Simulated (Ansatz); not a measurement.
Gd:

```xyz
2
Lattice="3.6360 0.0000 0.0000 -1.8180 3.1489 0.0000 0.0000 0.0000 5.7826" Properties=species:S:1:pos:R:3 pbc="T T T"
Gd    1.8180    1.0496    4.3369
Gd    0.0000    2.0992    1.4457
```

Base run:

```yaml
Program: Ansatz 0.2.0
Functional: PBEsol
Potentials_or_basis: Ansatz PAW
Cutoff: "420 eV (not typed: the program's choice for these potentials)"
k_mesh: 8 × 8 × 5
Occupations: fermi-dirac, width 0.05 eV
Spin: no spin polarisation
```

Its results: band gap on the k mesh none (metal or under the smearing width); pressure -4.7 GPa.

Problem. The run is repeated on the same cell with these changes: spin from no spin polarisation to collinear spin, antiferromagnetic start. What comes out?

Solution. Band gap on the k mesh none (metal or under the smearing width); pressure -2.5 GPa; net moment 0.00 μB per cell; site moments Gd +7.23, -7.23 μB.

Caveats: the PAW data sets come from PBE, with cores solved anew for the run's functional, which leaves a small shift of forces and pressure; spin-orbit coupling is left out, which moves the levels of the heavy elements (some runs).
